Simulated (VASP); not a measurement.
# CdS (F-43m) in VASP: further runs

The runs below take CdS through single point, with r2SCAN.

Everything below comes from runs of VASP 6.6.1. Logs are shortened: lines on timing, memory, paths and dates and some standing lists are left out, and cuts for length are marked.

**1. Starting point**

Symmetry: F-43m, No. 216, cubic system. The conventional cell has a = 5.820 Å, b = 5.820 Å, c = 5.820 Å, α = 90.00°, β = 90.00°, γ = 90.00°. Around Cd (site symmetry -43m) lie 4 S at 2.52 Å. Around S (site symmetry -43m) lie 4 Cd at 2.52 Å.

**2. Single point, r2SCAN**

Contents of POSCAR:

```
CdS
1.0
    0.0000000000      2.9100000000      2.9100000000
    2.9100000000      0.0000000000      2.9100000000
    2.9100000000      2.9100000000      0.0000000000
Cd S
1 1
Direct
    0.0000000000      0.0000000000      0.0000000000
    0.7500000000      0.7500000000      0.7500000000
```

Contents of INCAR.step1:

```
SYSTEM = CdS
ALGO = Normal ; EDIFF = 1E-4
ENCUT = 520 ; GGA = PE
ISMEAR = 0 ; LASPH = .TRUE.
LCHARG = .FALSE. ; LREAL = .FALSE.
LWAVE = .TRUE. ; NBANDS = 16
NELM = 100 ; PREC = Accurate
SIGMA = 0.05
```

Contents of INCAR.step2:

```
SYSTEM = CdS
ALGO = Normal ; EDIFF = 1E-6
ENCUT = 520 ; ISIF = 2
ISMEAR = 0 ; ISTART = 1
LASPH = .TRUE. ; LCHARG = .TRUE.
LELF = .TRUE. ; LMIXTAU = .TRUE.
LREAL = .FALSE. ; LVHAR = .TRUE.
LWAVE = .FALSE. ; METAGGA = R2SCAN
NBANDS = 16 ; NELM = 100
PREC = Accurate ; SIGMA = 0.05
```

Contents of KPOINTS:

```
k-points
0
G
  8 8 8
  0 0 0
```

Potentials or basis: VASP PAW PBE potentials, release 64 (Cd, S).

On the command line:

```bash
$ cat potpaw_PBE.64/Cd/POTCAR potpaw_PBE.64/S/POTCAR > POTCAR
$ cp INCAR.step1 INCAR
$ mpirun -np 1 vasp_std > vasp.out
$ cp INCAR.step2 INCAR
$ mpirun -np 1 vasp_std > vasp.out
```

OUTCAR:

```text
SYSTEM = CdS
   EDIFF = 1E-6
   ENCUT = 520
   ISIF = 2
   ISMEAR = 0
   ISTART = 1
   LASPH = .TRUE.
   LREAL = .FALSE.
   METAGGA = R2SCAN
   NELM = 100
   PREC = Accurate

 ion  position               nearest neighbor table
   1  0.000  0.000  0.000-   2 2.52   2 2.52   2 2.52   2 2.52
   2  0.750  0.750  0.750-   1 2.52   1 2.52   1 2.52   1 2.52

  LATTYP: Found a face centered cubic cell.
 ALAT       =     5.8200000000

  Lattice vectors:

 A1 = (   0.0000000000,   2.9100000000,   2.9100000000)
 A2 = (   2.9100000000,   0.0000000000,   2.9100000000)
 A3 = (   2.9100000000,   2.9100000000,   0.0000000000)

Analysis of symmetry for initial positions (statically):
=====================================================================
 Subroutine PRICEL returns:
 Original cell was already a primitive cell.

 Routine SETGRP: Setting up the symmetry group for a
 face centered cubic supercell.

 Subroutine GETGRP returns: Found 24 space group operations
 (whereof 24 operations were pure point group operations)
 out of a pool of 48 trial point group operations.

The static configuration has the point symmetry T_d .

Analysis of symmetry for dynamics (positions and initial velocities):
=====================================================================
 Subroutine PRICEL returns:
 Original cell was already a primitive cell.

 Routine SETGRP: Setting up the symmetry group for a
 face centered cubic supercell.

 Subroutine GETGRP returns: Found 24 space group operations
 (whereof 24 operations were pure point group operations)
 out of a pool of 48 trial point group operations.

The dynamic configuration has the point symmetry T_d .

 Subroutine INISYM returns: Found 24 space group operations
 (whereof 24 operations are pure point group operations),
 and found     1 'primitive' translations

----------------------------------------------------------------------------------------

                                     Primitive cell

  volume of cell :      49.2843

  direct lattice vectors                    reciprocal lattice vectors
     0.000000000  2.910000000  2.910000000    -0.171821306  0.171821306  0.171821306
     2.910000000  0.000000000  2.910000000     0.171821306 -0.171821306  0.171821306
     2.910000000  2.910000000  0.000000000     0.171821306  0.171821306 -0.171821306

  length of vectors
     4.115361467  4.115361467  4.115361467     0.297603232  0.297603232  0.297603232

  position of ions in fractional coordinates (direct lattice)
     0.000000000  0.000000000  0.000000000
     0.750000000  0.750000000  0.750000000

  ion indices of the primitive-cell ions
   primitive index   ion index
                 1           1
                 2           2

----------------------------------------------------------------------------------------

 KPOINTS: k-points

Automatic generation of k-mesh.
 Grid dimensions read from file:
 generate k-points for:    8    8    8

 Generating k-lattice:

  Cartesian coordinates                     Fractional coordinates (reciprocal lattice)
    -0.021477663  0.021477663  0.021477663     0.125000000  0.000000000  0.000000000
     0.021477663 -0.021477663  0.021477663     0.000000000  0.125000000  0.000000000
     0.021477663  0.021477663 -0.021477663     0.000000000  0.000000000  0.125000000

  Length of vectors
     0.037200404  0.037200404  0.037200404

  Shift w.r.t. Gamma in fractional coordinates (k-lattice)
     0.000000000  0.000000000  0.000000000

 Subroutine IBZKPT returns following result:
 ===========================================

 Found     29 irreducible k-points:

 Following reciprocal coordinates:
            Coordinates               Weight
  0.000000  0.000000  0.000000      1.000000
  0.125000  0.000000  0.000000      8.000000
  0.250000  0.000000  0.000000      8.000000
  0.375000  0.000000  0.000000      8.000000
  0.500000  0.000000  0.000000      4.000000
  0.125000  0.125000  0.000000      6.000000
[... 16 lines left out ...]
  0.500000  0.250000  0.125000     48.000000
 -0.375000  0.250000  0.125000     24.000000
 [... further k-points ...]
   k-points           NKPTS =     29   k-points in BZ     NKDIM =     29   number of bands    NBANDS=     16
   number of dos      NEDOS =    301   number of ions     NIONS =      2
   total plane-waves  NPLWV =  32768
   dimension x,y,z NGX =    32 NGY =   32 NGZ =   32
   dimension x,y,z NGXF=    64 NGYF=   64 NGZF=   64
   ions per type =               1   1
   NGX,Y,Z   is equivalent  to a cutoff of  12.93, 12.93, 12.93 a.u.
   NGXF,Y,Z  is equivalent  to a cutoff of  25.85, 25.85, 25.85 a.u.
 SYSTEM =  CdS
   PREC   = accura    normal or accurate (medium, high low for compatibility)
   ISTART =      1    job   : 0-new  1-cont  2-samecut
   ICHARG =      0    charge: 1-file 2-atom 10-const
   ISPIN  =      1    spin polarized calculation?
   LNONCOLLINEAR =      F non collinear calculations
   LSORBIT =      F    spin-orbit coupling
   LASPH  =      T    aspherical Exc in radial PAW
   ENCUT  =  520.0 eV  38.22 Ry    6.18 a.u.   7.65  7.65  7.65*2*pi/ulx,y,z
   NELM   =    100;   NELMIN=  2; NELMDL=  0     # of ELM steps
   EDIFF  = 0.1E-05   stopping-criterion for ELM
   LREAL  =      F    real-space projection
   EDIFFG = 0.1E-04   stopping-criterion for IOM
   NSW    =      0    number of steps for IOM
   IBRION =     -1    ionic relax: 0-MD 1-quasi-New 2-CG
   NFREE  =      0    steps in history (QN), initial steepest desc. (CG)
   ISIF   =      2    stress and relaxation
   ISYM   =      2    0-nonsym 1-usesym 2-fastsym
   POTIM  = 0.5000    time-step for ionic-motion
   TEBEG  =    0.0;   TEEND  =   0.0 temperature during run
   PSTRESS=    0.0 pullay stress
   NELECT =      18.0000    total number of electrons
   NUPDOWN=      -1.0000    fix difference up-down
   EMIN   =  10.00;   EMAX   =-10.00  energy-range for DOS
   EFERMI =   0.00;   METHOD = LEGACY
   ISMEAR =     0;   SIGMA  =   0.05  broadening in eV -4-tet -1-fermi 0-gaus
   EFERMI_NEDOS =   21; number of points for ismear=-14 and -15
   IALGO  =     38    algorithm
   IMIX   =      4    mixing-type and parameters
     AMIX     =   0.40;   BMIX     =  1.00
     AMIX_MAG =   1.60;   BMIX_MAG =  1.00
  volume/ion in A,a.u.               =      24.64       166.29
  Fermi-wavevector in a.u.,A,eV,Ry     =   1.170207  2.211371 18.631605  1.369384
  Thomas-Fermi vector in A             =   2.306669
   LORBIT       =      0    0 simple, 1 ext, 2 COOP (PROOUT), +10 PAW based schemes
   METAGGA = R2SCAN    functional components
   LHFCALC =     F    Hartree Fock is set to
   AEXX    =    0.0000 exact exchange contribution
   IVDW    =     0    specifies the selected vdW correction
   LEPSILON=     F    determine dielectric tensor
   LRPA    =     F    only Hartree local field effects (RPA)
 non-spin polarized calculation
 Gauss-broadening in eV      SIGMA  =   0.05
  energy-cutoff  :      520.00
  volume of cell :       49.28
 maximum number of plane-waves:      1363
   NGX = 15   NGY = 15   NGZ = 15

 number of electron      18.0000003 magnetization

 Free energy of the ion-electron system (eV)
  ---------------------------------------------------
  ext. energy  EPLUGINS =         0.00000000
  ---------------------------------------------------
  free energy    TOTEN  =       -29.67402511 eV

  energy without entropy =      -29.67402511  energy(sigma->0) =      -29.67402511

 E-fermi :   1.3616     XC(G=0):  -9.7674

 val. band max:        1.1089841186   @ k =   0.0000   0.0000   0.0000
 cond. band min:       2.7171293298   @ k =   0.0000   0.0000   0.0000
 fundamental gap:      1.6081452111
 Fermi energy:         1.3616065660

 k-point     1 :       0.0000    0.0000    0.0000
  band No.  band energies     occupation
      1     -11.8107      2.00000
      2      -6.8841      2.00000
      3      -6.8841      2.00000
      4      -6.8841      2.00000
      5      -6.3597      2.00000
      6      -6.3597      2.00000
[... 8 lines left out ...]
     15      13.1312      0.00000
     16      13.1312      0.00000

 k-point     2 :       0.1250    0.0000    0.0000
  band No.  band energies     occupation
      1     -11.7472      2.00000
      2      -6.8600      2.00000
      3      -6.8600      2.00000
      4      -6.8255      2.00000
      5      -6.3606      2.00000
      6      -6.3606      2.00000
[... 8 lines left out ...]
     15      12.4915      0.00000
     16      13.6617      0.00000

 k-point     3 :       0.2500    0.0000    0.0000
  band No.  band energies     occupation
      1     -11.5930      2.00000
      2      -6.8074      2.00000
      3      -6.8074      2.00000
      4      -6.6182      2.00000
      5      -6.3550      2.00000
      6      -6.3550      2.00000
[... 8 lines left out ...]
     15      12.2588      0.00000
     16      12.8901      0.00000

 k-point     4 :       0.3750    0.0000    0.0000
  band No.  band energies     occupation
      1     -11.4388      2.00000
      2      -6.7659      2.00000
      3      -6.7659      2.00000
      4      -6.3344      2.00000
      5      -6.3344      2.00000
      6      -6.2407      2.00000
[... 8 lines left out ...]
     15      13.1986      0.00000
     16      13.1986      0.00000
[... 324 lines left out ...]
 k-point    22 :       0.3750    0.2500    0.1250
  band No.  band energies     occupation
      1     -11.4798      2.00000
      2      -6.7511      2.00000
      3      -6.7222      2.00000
      4      -6.5437      2.00000
      5      -6.3527      2.00000
      6      -6.2981      2.00000
[... 8 lines left out ...]
     15      13.7349      0.00000
     16      15.5303      0.00000

 k-point    23 :       0.5000    0.2500    0.1250
  band No.  band energies     occupation
      1     -11.3585      2.00000
      2      -6.7101      2.00000
      3      -6.6842      2.00000
      4      -6.4302      2.00000
      5      -6.3245      2.00000
      6      -6.0625      2.00000
[... 8 lines left out ...]
     15      14.6322      0.00000
     16      14.8747      0.00000

 k-point    24 :      -0.3750    0.2500    0.1250
  band No.  band energies     occupation
      1     -11.3090      2.00000
      2      -6.7034      2.00000
      3      -6.6661      2.00000
      4      -6.3869      2.00000
      5      -6.3319      2.00000
      6      -5.8499      2.00000
[... 8 lines left out ...]
     15      14.0093      0.00000
     16      14.9764      0.00000

 [... further k-points ...]
[... 5 lines left out ...]
  --------------------------------------------------------------------------------------
  -------------------------------------------------------------------------------------
  Total        0.6993135      0.6993135      0.6993135     -0.0000000      0.0000000      0.0000000
  in kB       22.7338791     22.7338791     22.7338791     -0.0000000      0.0000000      0.0000000
  external PRESSURE =      22.7338791 kB  Pullay stress =       0.0000000 kB

 VOLUME and BASIS-vectors are now :
 -----------------------------------------------------------------------------
  energy-cutoff  :      520.00
  volume of cell :       49.28
      direct lattice vectors                 reciprocal lattice vectors
     0.000000000  2.910000000  2.910000000    -0.171821306  0.171821306  0.171821306
     2.910000000  0.000000000  2.910000000     0.171821306 -0.171821306  0.171821306
     2.910000000  2.910000000  0.000000000     0.171821306  0.171821306 -0.171821306

 POSITION                                       TOTAL-FORCE (eV/Angst)
 -----------------------------------------------------------------------------------
      0.00000      0.00000      0.00000        -0.000000     -0.000000     -0.000000
      4.36500      4.36500      4.36500         0.000000      0.000000      0.000000
 -----------------------------------------------------------------------------------
    total drift:                                0.000005      0.000005      0.000005

  FREE ENERGIE OF THE ION-ELECTRON SYSTEM (eV)
  ---------------------------------------------------
  free  energy   TOTEN  =       -29.6740251127 eV

  energy  without entropy=      -29.6740251127  energy(sigma->0) =      -29.67402511
```

It took 54 s on 1 thread of AMD EPYC 9R45 (Zen 5), shared host; peak memory 0.16 GiB.

Results:

* Free energy: -29.6740 eV
* Pressure: 2.3 GPa
* Band gap on the k mesh: 1.61 eV, direct

Levels at points of the mesh, in eV from the valence-band top:
```
           k point  band 6  band 7  band 8  band 9  band 10  band 11  band 12  band 13
(0.00, 0.00, 0.00)   -7.47    0.00    0.00    0.00     1.61     7.07     7.07     7.07
(0.50, 0.00, 0.00)   -7.08   -4.51   -0.78   -0.78     3.49     7.48     7.48     7.92
(0.50, 0.50, 0.00)   -7.01   -4.01   -1.95   -1.95     3.83     4.76     9.83    11.59
```

Caveat: the PAW data sets were made with another functional, which shifts forces and pressure a little. r2SCAN opens gaps a little over a GGA but as a rule still falls short of measured ones.

**3. Single point, r2SCAN**

POSCAR is that of step 2.

Contents of INCAR.step1:

```
PREC     = Accurate       # precision mode
ENCUT    = 520            # plane-wave cutoff, eV
ISMEAR   = 0              # smearing method
SIGMA    = 0.05           # smearing width, eV
LREAL    = F              # projectors in reciprocal space
LASPH    = T              # aspherical terms in the spheres
NELM     = 100            # most SCF steps
NBANDS   = 16             # bands
GGA      = PE             # functional
ALGO     = Normal         # electronic algorithm
EDIFF    = 1E-4           # SCF threshold, eV
LWAVE    = T              # write WAVECAR
LCHARG   = F              # write CHGCAR
```

Contents of INCAR.step2:

```
PREC     = Accurate       # precision mode
ENCUT    = 520            # plane-wave cutoff, eV
EDIFF    = 1E-6           # SCF threshold, eV
ISMEAR   = 0              # smearing method
SIGMA    = 0.05           # smearing width, eV
LREAL    = F              # projectors in reciprocal space
LASPH    = T              # aspherical terms in the spheres
NELM     = 100            # most SCF steps
ALGO     = Normal         # electronic algorithm
ISIF     = 2              # what is computed and relaxed
LWAVE    = F              # write WAVECAR
LCHARG   = F              # write CHGCAR
METAGGA  = R2SCAN         # meta-GGA
LMIXTAU  = T            
NBANDS   = 16             # bands
ISTART   = 1
```

Contents of KPOINTS:

```
regular mesh
0
Gamma
  10 10 10
```

Potentials or basis: VASP PAW PBE potentials, release 64 (Cd, S).

On the command line:

```bash
$ cat potpaw_PBE.64/Cd/POTCAR potpaw_PBE.64/S/POTCAR > POTCAR
$ cp INCAR.step1 INCAR
$ mpirun -np 1 vasp_std > vasp.out
$ cp INCAR.step2 INCAR
$ mpirun -np 1 vasp_std > vasp.out
```

OUTCAR:

```text
PREC = Accurate
   ENCUT = 520
   EDIFF = 1E-6
   ISMEAR = 0
   LREAL = F
   LASPH = T
   NELM = 100
   ISIF = 2
   METAGGA = R2SCAN
   ISTART = 1

 ion  position               nearest neighbor table
   1  0.000  0.000  0.000-   2 2.52   2 2.52   2 2.52   2 2.52
   2  0.750  0.750  0.750-   1 2.52   1 2.52   1 2.52   1 2.52

  LATTYP: Found a face centered cubic cell.
 ALAT       =     5.8200000000

  Lattice vectors:

[... 192 lines left out ...]
      5      -6.3597      2.00000
      6      -6.3597      2.00000
[... 433 lines left out ...]
      3      -6.6076      2.00000
      4      -6.5585      2.00000
      5      -6.2902      2.00000
      6      -6.1652      2.00000
[... 8 lines left out ...]
     15      14.0637      0.00000
     16      16.4084      0.00000

 [... further k-points ...]
[... 5 lines left out ...]
  --------------------------------------------------------------------------------------
  -------------------------------------------------------------------------------------
  Total        0.6991478      0.6991478      0.6991478      0.0000000      0.0000000     -0.0000000
  in kB       22.7284929     22.7284929     22.7284929      0.0000000      0.0000000     -0.0000000
  external PRESSURE =      22.7284929 kB  Pullay stress =       0.0000000 kB

 VOLUME and BASIS-vectors are now :
 -----------------------------------------------------------------------------
  energy-cutoff  :      520.00
  volume of cell :       49.28
      direct lattice vectors                 reciprocal lattice vectors
     0.000000000  2.910000000  2.910000000    -0.171821306  0.171821306  0.171821306
     2.910000000  0.000000000  2.910000000     0.171821306 -0.171821306  0.171821306
     2.910000000  2.910000000  0.000000000     0.171821306  0.171821306 -0.171821306

 POSITION                                       TOTAL-FORCE (eV/Angst)
 -----------------------------------------------------------------------------------
      0.00000      0.00000      0.00000        -0.000000     -0.000000     -0.000000
      4.36500      4.36500      4.36500         0.000000      0.000000      0.000000
 -----------------------------------------------------------------------------------
    total drift:                                0.000005      0.000005      0.000005

  FREE ENERGIE OF THE ION-ELECTRON SYSTEM (eV)
  ---------------------------------------------------
  free  energy   TOTEN  =       -29.6742038429 eV

  energy  without entropy=      -29.6742038429  energy(sigma->0) =      -29.67420384
```

It took 80 s on 1 thread of AMD EPYC 9R45 (Zen 5), shared host; peak memory 0.17 GiB.

What came out:

```
Free energy            : -29.6742 eV
Pressure               : 2.3 GPa
Band gap on the k mesh : 1.61 eV, direct
```

Caveat: the PAW data sets were made with another functional, which shifts forces and pressure a little. r2SCAN opens gaps a little over a GGA but as a rule still falls short of measured ones.
